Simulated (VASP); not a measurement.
Runs of VASP 6.6.1 on SrO. The structure is cubic, space group Fm-3m (No. 225). The conventional cell has a = 5.132 Å, b = 5.132 Å, c = 5.132 Å, α = 90.00°, β = 90.00°, γ = 90.00°. Sr (site symmetry m-3m) has 6 O at 2.57 Å as nearest neighbours. O (site symmetry m-3m) is surrounded by 6 Sr at 2.57 Å. 

| level | potentials or basis | k mesh | cutoff (eV) | smearing | gap on the mesh (eV) | pressure (GPa) |
| --- | --- | --- | --- | --- | --- | --- |
| PBEsol | VASP PAW PBE potentials, release 64 (Sr_sv, O) | 8 × 8 × 8 | 520 | gaussian 0.5 eV | 3.15 | 0.1 |
| r2SCAN | VASP PAW PBE potentials, release 64 (Sr_sv, O) | 8 × 8 × 8 | 520 | gaussian 0.02 eV | 3.74 | 2.1 |
| PBEsol | VASP PAW PBE potentials, release 64 (Sr_sv, O) | 8 × 8 × 8 | 700 | gaussian 0.02 eV | 3.15 | 0.0 |
| PBEsol | VASP PAW PBE potentials, release 64 (Sr_sv, O) | 12 × 12 × 12 | 520 | gaussian 0.02 eV | 3.15 | 0.1 |
| PBEsol | VASP PAW PBE potentials, release 64 (Sr_sv, O_h) | 8 × 8 × 8 | 900 | gaussian 0.02 eV | 3.15 | (a) |

Alike in all rows: task single point; no spin polarisation; cell as given.

Problem. Estimate the missing entries.

Solution. (a) -0.2.

Caveats: the PAW data sets were made with another functional, which shifts forces and pressure a little; the cutoff is under 1.25 times the usual one of these potentials, so pressure, stress and relaxed cells hold a basis-set (Pulay) error (some runs).

A k mesh can miss the band edges, and the runs leave out spin-orbit coupling on Sr.

Not every run made on this cell is shown here.
